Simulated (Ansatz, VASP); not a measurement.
# Two plane-wave programs on Na

The input INCAR:

```
SYSTEM = Na
PREC     = Accurate       ! precision mode
ENCUT    = 520            ! plane-wave cutoff, eV
EDIFF    = 1E-6           ! SCF threshold, eV
ISMEAR   = 0              ! smearing method
SIGMA    = 0.1            ! smearing width, eV
LREAL    = .False.        ! projectors in reciprocal space
LASPH    = .True.         ! aspherical terms in the spheres
NELM     = 80             ! most SCF steps
ALGO     = Normal         ! electronic algorithm
ISIF     = 2              ! what is computed and relaxed
LWAVE    = .False.        ! write WAVECAR
LCHARG   = .False.        ! write CHGCAR
GGA      = PE             ! functional
NBANDS   = 10             ! bands
```

Contents of KPOINTS:

```
Automatic mesh
0
Gamma
  12 12 12
  0 0 0
```

File POSCAR:

```
Na
1.0
   -2.4100169829      2.4100169829      2.4100169829
    2.4100169829     -2.4100169829      2.4100169829
    2.4100169829      2.4100169829     -2.4100169829
Na
1
Direct
    0.0000000000      0.0000000000      0.0000000000
```

Input for Ansatz:

```yaml
crystal:
  lattice:
    - [-2.4100169829, 2.4100169829, 2.4100169829]
    - [2.4100169829, -2.4100169829, 2.4100169829]
    - [2.4100169829, 2.4100169829, -2.4100169829]
  atoms:
    - { symbol: Na, position: [0.0, 0.0, 0.0] }
basis:
  ecutwfc: 420
kpoints:
  mp_grid: { grid: [12, 12, 12] }
hamiltonian:
  xc: pbe
scf:
  occupations: { method: gaussian, width: 0.1 }
output:
  forces: true
  stress: true
  eigenvalues: true
```

Alike in both runs: task single point; functional PBE; k mesh 12 × 12 × 12; occupations gaussian, width 0.1 eV; no spin polarisation.

|  | VASP | Ansatz |
| --- | --- | --- |
| version | VASP 6.6.1 | Ansatz 0.2.0 |
| potentials or method | VASP PAW PBE potentials, release 64 (Na_pv) | scalar-relativistic, plane waves, PAW |
| plane-wave cutoff (eV) | 520 | 420 |
| valence electrons in the cell | 7 | 9 |

|  | VASP | Ansatz | Ansatz less VASP |
| --- | --- | --- | --- |
| gap on the k mesh at the Fermi level (eV) | none | none | - |
| pressure (GPa) | -1.5 | -1.5 | +0.01 |

A gap of «none» marks a metal or a gap that the smearing closes. The two sets of potentials don't hold the same shells in valence.
